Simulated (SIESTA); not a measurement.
Runs of SIESTA 5.4.2 on TePb. Symmetry: Fm-3m, No. 225, cubic system. Conventional cell: a = 6.462 Å, b = 6.462 Å, c = 6.462 Å, α = 90.00°, β = 90.00°, γ = 90.00°. Around Pb (site symmetry m-3m) lie 6 Te at 3.23 Å. Te (site symmetry m-3m) has 6 Pb at 3.23 Å as nearest neighbours. 

```csv
task,level,potentials or basis,cell,force tolerance,energy shift,pressure (GPa)
relaxation of cell and atoms,PBEGcGxHEG,"PseudoDojo 0.4 standard (PBE files), DZP (energy shift 0.002 Ry)",relaxed,0.02 eV/Å,0.002 Ry,0.0
single point,PBE,"PseudoDojo 0.4 standard (PBE files), DZP (energy shift 0.002 Ry)",as given,-,0.002 Ry,3.0
band structure,SVWN5,"PseudoDojo 0.4 standard (LDA files), DZP (energy shift 0.002 Ry)",as given,-,0.002 Ry,-0.9
band structure,APBE,"PseudoDojo 0.4 standard (PBE files), DZP (energy shift 0.002 Ry)",as given,-,0.002 Ry,(a)
```

Alike in all rows: no spin polarisation; k mesh 7 × 7 × 7; smearing fermi-dirac 0.05 eV; grid cutoff 500 Ry.

Q: Fill in the values left out.

A: (a) 3.8.

Caveats: semicore shells carry a single zeta, which can move pressures by several GPa and volumes by a few percent; the basis of atomic orbitals isn't converged, which shifts pressures, moduli and gaps; the potentials were made for another functional, which shifts forces and pressure (some runs).
